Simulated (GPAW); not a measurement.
# KMgF3 (Pm-3m) in GPAW: further runs

One crystal, KMgF3, is run at these levels: PBE, RPBE, GLLB-SC; tasks: optical spectrum.

Everything below comes from runs of GPAW 26.7.0. Logs are shortened: lines on timing, memory, paths and dates and some standing lists are left out, and cuts for length are marked. The log counts tension as positive stress, the text compression.

**1. The crystal as given**

Symmetry: Pm-3m, No. 221, cubic system. The conventional cell has a = 3.986 Å, b = 3.986 Å, c = 3.986 Å, α = 90.00°, β = 90.00°, γ = 90.00°. K (site symmetry m-3m) is surrounded by 12 F at 2.82 Å. Around Mg (site symmetry m-3m) lie 6 F at 1.99 Å. Around F (site symmetry 4/mmm) lie 2 Mg at 1.99 Å.

**2. Optical spectrum, PBE**

Contents of run.py:

```python
from ase import Atoms
from ase.dft.bandgap import bandgap
from ase.io import write
from gpaw import GPAW, PW
from gpaw.response.df import DielectricFunction

atoms = Atoms(['K', 'Mg', 'F', 'F', 'F'],
              cell=[[3.9859, 0.0, 0.0],
                    [0.0, 3.9859, 0.0],
                    [0.0, 0.0, 3.9859]],
              scaled_positions=[[0.5, 0.5, 0.5],
                                [0.0, 0.0, 0.0],
                                [0.0, 0.0, 0.5],
                                [0.0, 0.5, 0.0],
                                [0.5, 0.0, 0.0]],
              pbc=True)

calc = GPAW(mode=PW(650),
            xc='PBE',
            kpts={'size': (6, 6, 6), 'gamma': True},
            occupations={'name': 'fermi-dirac', 'width': 0.001},
            nbands=34,
            convergence={'density': 1e-06},
            maxiter=150,
            txt='gpaw.txt')
atoms.calc = calc
energy = atoms.get_potential_energy()
calc.write('gs.gpw')
write('result.traj', atoms)
print(f'Energy: {energy:.6f} eV')
print('Fermi level:', round(calc.get_fermi_level(), 4), 'eV')
print(f'Gap: {bandgap(calc)[0]:.4f} eV, direct: {bandgap(calc, direct=True)[0]:.4f} eV')

dense = calc.fixed_density(kpts={'size': (11, 11, 11), 'gamma': True},
                           nbands=66, convergence={'bands': 60, 'eigenstates': 1e-7},
                           update_fermi_level=True, txt='dense.txt')
dense.write('dense.gpw', mode='all')

df = DielectricFunction('dense.gpw', frequencies={'type': 'nonlinear', 'domega0': 0.05, 'omega2': 10},
                        eta=0.1, ecut=50, nbands=60, intraband=False, txt='df.txt')
for direction in ['x']:
    df.get_dielectric_function(xc='RPA', direction=direction, filename=f'df_{direction}.csv')
    e0, e = df.get_macroscopic_dielectric_constant(xc='RPA', direction=direction)
    print(f'{direction}: static eps {e0:.4f} without, {e:.4f} with local fields')
```

Potentials or basis: GPAW PAW data sets (gpaw-data 1.2.1), pw.

On the command line:

```console
> OMP_NUM_THREADS=1 python run.py
```

gpaw.txt:

```text
__  _  _
 | _ |_)|_||  |
 |__||  | ||/\| - 26.7.0

Input parameters:
  mode=PW(ecut=650.0),
  convergence={'density': 1e-06},
  kpts=MonkhorstPack(size=(6, 6, 6), gamma=True),
  maxiter=150,
  nbands=34,
  occupations=Occupations(name='fermi-dirac', width=0.001),
  xc=XC(name='PBE')

Diagonalizing LCAO Hamiltonian
Converting LCAO to pw mode
   .---------.
  /|         |
 * |         |
 | |         |
 | |   K     |
 F .---------.
 |F         /
 Mg---F----*

Atoms  # Å, Bohr magnetons
|   | symbol |        x |        y |        z |    initial magnetic moments |
|---|--------|----------|----------|----------|-----------------------------|
| 0 |      K | 1.992950 | 1.992950 | 1.992950 | ( 0.0000,  0.0000,  0.0000) |
| 1 |     Mg | 0.000000 | 0.000000 | 0.000000 | ( 0.0000,  0.0000,  0.0000) |
| 2 |      F | 0.000000 | 0.000000 | 1.992950 | ( 0.0000,  0.0000,  0.0000) |
| 3 |      F | 0.000000 | 1.992950 | 0.000000 | ( 0.0000,  0.0000,  0.0000) |
| 4 |      F | 1.992950 | 0.000000 | 0.000000 | ( 0.0000,  0.0000,  0.0000) |

Unit cell  # Å
| periodic |        x |        y |        z |  lengths |    angles |
|----------|----------|----------|----------|----------|-----------|
|      yes | 3.985900 | 0.000000 | 0.000000 | 3.985900 | 90.000000 |
|      yes | 0.000000 | 3.985900 | 0.000000 | 3.985900 | 90.000000 |
|      yes | 0.000000 | 0.000000 | 3.985900 | 3.985900 | 90.000000 |

Number of symmetries: 48
Symmetry operations  # r_c * U_cc + t_c -> r_c
|    | kind |            matrix            |
|----|------|------------------------------|
|  0 |  E   |  1, 0, 0,  0, 1, 0,  0, 0, 1 |
|  1 |  σ   |  1, 0, 0,  0, 1, 0,  0, 0,-1 |
|  2 |  σ   |  1, 0, 0,  0, 0, 1,  0, 1, 0 |
|  3 |  C4  |  1, 0, 0,  0, 0, 1,  0,-1, 0 |
|  4 |  C4  |  1, 0, 0,  0, 0,-1,  0, 1, 0 |
|  5 |  σ   |  1, 0, 0,  0, 0,-1,  0,-1, 0 |
|  6 |  σ   |  1, 0, 0,  0,-1, 0,  0, 0, 1 |
|  7 |  C2  |  1, 0, 0,  0,-1, 0,  0, 0,-1 |
|  8 |  σ   |  0, 1, 0,  1, 0, 0,  0, 0, 1 |
|  9 |  C2  |  0, 1, 0,  1, 0, 0,  0, 0,-1 |
| 10 |  C3  |  0, 1, 0,  0, 0, 1,  1, 0, 0 |
| 11 |  S6  |  0, 1, 0,  0, 0, 1, -1, 0, 0 |
| 12 |  S6  |  0, 1, 0,  0, 0,-1,  1, 0, 0 |
| 13 |  C3  |  0, 1, 0,  0, 0,-1, -1, 0, 0 |
| 14 |  C4  |  0, 1, 0, -1, 0, 0,  0, 0, 1 |
| 15 |  S4  |  0, 1, 0, -1, 0, 0,  0, 0,-1 |
| 16 |  C3  |  0, 0, 1,  1, 0, 0,  0, 1, 0 |
| 17 |  S6  |  0, 0, 1,  1, 0, 0,  0,-1, 0 |
| 18 |  σ   |  0, 0, 1,  0, 1, 0,  1, 0, 0 |
| 19 |  C4  |  0, 0, 1,  0, 1, 0, -1, 0, 0 |
| 20 |  C2  |  0, 0, 1,  0,-1, 0,  1, 0, 0 |
| 21 |  S4  |  0, 0, 1,  0,-1, 0, -1, 0, 0 |
| 22 |  S6  |  0, 0, 1, -1, 0, 0,  0, 1, 0 |
| 23 |  C3  |  0, 0, 1, -1, 0, 0,  0,-1, 0 |
| 24 |  S6  |  0, 0,-1,  1, 0, 0,  0, 1, 0 |
| 25 |  C3  |  0, 0,-1,  1, 0, 0,  0,-1, 0 |
| 26 |  C4  |  0, 0,-1,  0, 1, 0,  1, 0, 0 |
| 27 |  σ   |  0, 0,-1,  0, 1, 0, -1, 0, 0 |
| 28 |  S4  |  0, 0,-1,  0,-1, 0,  1, 0, 0 |
| 29 |  C2  |  0, 0,-1,  0,-1, 0, -1, 0, 0 |
| 30 |  C3  |  0, 0,-1, -1, 0, 0,  0, 1, 0 |
| 31 |  S6  |  0, 0,-1, -1, 0, 0,  0,-1, 0 |
| 32 |  C4  |  0,-1, 0,  1, 0, 0,  0, 0, 1 |
| 33 |  S4  |  0,-1, 0,  1, 0, 0,  0, 0,-1 |
| 34 |  S6  |  0,-1, 0,  0, 0, 1,  1, 0, 0 |
| 35 |  C3  |  0,-1, 0,  0, 0, 1, -1, 0, 0 |
| 36 |  C3  |  0,-1, 0,  0, 0,-1,  1, 0, 0 |
| 37 |  S6  |  0,-1, 0,  0, 0,-1, -1, 0, 0 |
| 38 |  σ   |  0,-1, 0, -1, 0, 0,  0, 0, 1 |
| 39 |  C2  |  0,-1, 0, -1, 0, 0,  0, 0,-1 |
| 40 |  σ   | -1, 0, 0,  0, 1, 0,  0, 0, 1 |
| 41 |  C2  | -1, 0, 0,  0, 1, 0,  0, 0,-1 |
| 42 |  C2  | -1, 0, 0,  0, 0, 1,  0, 1, 0 |
| 43 |  S4  | -1, 0, 0,  0, 0, 1,  0,-1, 0 |
| 44 |  S4  | -1, 0, 0,  0, 0,-1,  0, 1, 0 |
| 45 |  C2  | -1, 0, 0,  0, 0,-1,  0,-1, 0 |
| 46 |  C2  | -1, 0, 0,  0,-1, 0,  0, 0, 1 |
| 47 |  i   | -1, 0, 0,  0,-1, 0,  0, 0,-1 |

BZ-sampling:
  Number of BZ points: 216
  Number of IBZ points: 20

  Monkhorst-Pack size: [6, 6, 6]
  Monkhorst-Pack shift: [0.08333333333333333, 0.08333333333333333, 0.08333333333333333]

K-points  # in reciprocal-cell coordinates
|     |                                coordinates |     weight |
|-----|--------------------------------------------|------------|
|   0 | (  0.00000000,   0.00000000,   0.00000000) | 0.00462963 |
|   1 | (  0.16666667,   0.00000000,   0.00000000) | 0.02777778 |
|   2 | (  0.16666667,   0.16666667,   0.00000000) | 0.05555556 |
|   3 | (  0.16666667,   0.16666667,   0.16666667) | 0.03703704 |
|   4 | (  0.33333333,   0.00000000,   0.00000000) | 0.02777778 |
|   5 | (  0.33333333,   0.16666667,   0.00000000) | 0.11111111 |
|   6 | (  0.33333333,   0.16666667,   0.16666667) | 0.11111111 |
|   7 | (  0.33333333,   0.33333333,   0.00000000) | 0.05555556 |
|   8 | (  0.33333333,   0.33333333,   0.16666667) | 0.11111111 |
|   9 | (  0.33333333,   0.33333333,   0.33333333) | 0.03703704 |
| ... |                                            |            |
|  19 | (  0.50000000,   0.50000000,   0.50000000) | 0.00462963 |

Plane wave coefficients: 2408
Cutoff: 650.0 eV

Spin-components: 1 (collinear spins)
Bands:           34
Projectors:      25
Spin-degeneracy: 2
Datatype:        complex128

Parallelization:
  kpt:    1
  domain: 1
  band:   1

Density:
  Valence electrons: 40.0
  Components: 1
  Grid points: [24 24 24]
  Charge: 0.0  # |e|

Potential:
  Grid points: [24 24 24]

species:
  K:
    name:    Potassium
    Z:       19.0
    valence: 9
    core:    10
    charge:  0.0  # [|e|]
    compensation charges:
      type: gauss
      rc: 0.35  # [Å]
      lmax: 2
    cutoffs:
      filter: 1.91  # [Å]
      core: 1.27  # [Å]
    projectors
    | kind |    occ | energy [eV] | rcut [Å] |
    |------|--------|-------------|----------|
    |   3s |  2.000 |     -35.338 |    1.122 |
    |   4s |  1.000 |      -2.319 |    1.122 |
    |   3p |  6.000 |     -18.813 |    1.106 |
    |    p |        |       8.398 |    1.106 |
    |    d |        |       0.000 |    0.937 |

    Using partial waves for K as LCAO basis

  Mg:
    name:    Magnesium
    Z:       12.0
    valence: 10
    core:    2
    charge:  0.0  # [|e|]
    compensation charges:
      type: gauss
      rc: 0.33  # [Å]
      lmax: 2
    cutoffs:
      filter: 1.86  # [Å]
      core: 0.54  # [Å]
    projectors
    | kind |    occ | energy [eV] | rcut [Å] |
    |------|--------|-------------|----------|
    |   2s |  2.000 |     -79.840 |    1.090 |
    |   3s |  2.000 |      -4.705 |    1.090 |
    |   2p |  6.000 |     -46.613 |    1.085 |
    |   3p |  0.000 |      -1.330 |    1.085 |
    |    d |        |       0.000 |    1.037 |

    Using partial waves for Mg as LCAO basis

  F:
    name:    Fluorine
    Z:       9.0
    valence: 7
    core:    2
    charge:  0.0  # [|e|]
    compensation charges:
      type: gauss
      rc: 0.20  # [Å]
      lmax: 2
    cutoffs:
      filter: 1.14  # [Å]
      core: 0.74  # [Å]
    projectors
    | kind |    occ | energy [eV] | rcut [Å] |
    |------|--------|-------------|----------|
    |   2s |  2.000 |     -29.898 |    0.635 |
    |   2p |  5.000 |     -11.110 |    0.635 |
    |    s |        |      -2.687 |    0.635 |
    |    p |        |      16.102 |    0.635 |
    |    d |        |       0.000 |    0.635 |

    Using partial waves for F as LCAO basis

Reference energy: -29974.140463  # eV

eigensolver:
  PPCG
  Converge bands: occupied
  niter=2

density mixing:
  MSR1-Mixer
  Pratt-step length: 0.05
  Maximum mixing coefficient: 0.75
  Old densities: 10
  SVD Regularization: 0.005
  Good broyden scale: 1.0
  Trust region scale: 1.0
  Backstep threshold: 4.0
  History deletion threshold: 6.0
  Fourier metric: weight=20.0, sigma=0.015

occupation numbers:
  Fermi-Dirac:
    width: 0.0010  # eV

poisson solver:
  ecut: 5200.0  # eV

xc functional:
  name: PBE with 2 nearest neighbor stencil

convergence criteria:
- Maximum integral of absolute [dens]ity change: 1e-06 electrons / valence electron
- Maximum [total energy] change in last 3 cyles: 0.0005 eV / valence electron
- Maximum integral of absolute [eigenst]ate change: 4e-08 eV^2 / valence electron
maximum number of iterations: 150

SCF iterations
|iter     | |      energy | eigst |  dens |
|---------|-|-------------|-------|-------|
|iter:   1| |  -25.743055 | -0.03 |       |
|iter:   2| |  -25.409347 | -1.70 | -1.18 |
|iter:   3| |  -24.413855 | -0.91 | -1.22 |
|iter:   4| |  -24.431778 | -2.90 | -1.65 |
|iter:   5| |  -24.446823 | -3.12 | -1.92 |
|iter:   6| |  -24.447019c| -4.73 | -2.96 |
|iter:   7| |  -24.447060c| -6.07 | -3.40 |
|iter:   8| |  -24.447064c| -6.74 | -3.97 |
|iter:   9| |  -24.447064c| -7.51c| -4.97 |
|iter:  10| |  -24.447064c| -8.24c| -5.44 |
|iter:  11| |  -24.447064c| -8.82c| -6.49c|

Converged in 11 steps
Energy contributions relative to reference atoms: (reference = -29974.140463)

Energy contributions:
  Kinetic:          27.915239
  Coulomb:         -24.967235
  Zero:             -0.149807
  External:          0.000000
  Xc:              -27.245261
  Entropy:          -0.000000
  Spinorbit:         0.000000
  ----------------------------
  Free energy:     -24.447064
  Extrapolated:    -24.447064

dipole moment: (-29.471728, -29.471728, -29.471728)  # |e|*Ang

Fermi level: 2.932
Eigenvalues  # (at kpt = [0.000, 0.000, 0.000])
| band index |      eig [eV] | occ [0-2] |
|------------|---------------|-----------|
|          0 |       -70.316 |     2.000 |
|        ... |               |           |
|         12 |        -1.845 |     2.000 |
|         13 |        -1.845 |     2.000 |
|         14 |        -0.063 |     2.000 |
|         15 |        -0.063 |     2.000 |
|         16 |        -0.063 |     2.000 |
|         17 |         0.242 |     2.000 |
[... 8 lines left out ...]
|         26 |        14.666 |     0.000 |
|         27 |        17.495 |     0.000 |
|        ... |               |           |
|         33 |        22.763 |     0.000 |

Gap: 7.324 eV
Transition (v -> c):
  (s=0, k=19, n=19, [0.50, 0.50, 0.50]) -> (s=0, k=0, n=20, [0.00, 0.00, 0.00])
Direct/indirect transitions are different
Direct gap: 7.645 eV
Transition at: (s=0, k=0, n=19, [0.00, 0.00, 0.00])
# Writing to gs.gpw (mode='')
```

Run time: 7.3 min. Hardware: 1 thread of Arm Neoverse N1, shared host; peak memory 0.57 GiB.

Results:

```yaml
Free_energy: -24.4471 eV
Band_gap_on_the_k_mesh: 7.32 eV, indirect (least direct gap 7.65 eV)
```

Dielectric function (mean over the directions given):
```csv
energy (eV),real part,imaginary part
0.25,1.99,0.00
1.15,2.00,0.00
2.18,2.02,0.00
3.17,2.04,0.00
4.16,2.09,0.01
5.16,2.15,0.01
6.15,2.25,0.01
7.12,2.43,0.03
8.16,2.67,0.32
9.18,2.62,0.62
10.06,2.82,0.88
11.09,2.61,1.92
12.08,1.11,1.40
13.00,1.36,1.34
14.10,1.45,0.55
15.13,1.60,0.70
16.21,1.79,1.12
17.36,1.95,1.01
18.58,1.69,1.42
19.87,0.94,1.53
```

Caveat: the long-wavelength limit can be off by a per cent or two; independent-particle spectra lack excitons; an odd mesh through Γ misses points on the zone boundary, where band edges often lie.

[end of part 1 of 3]
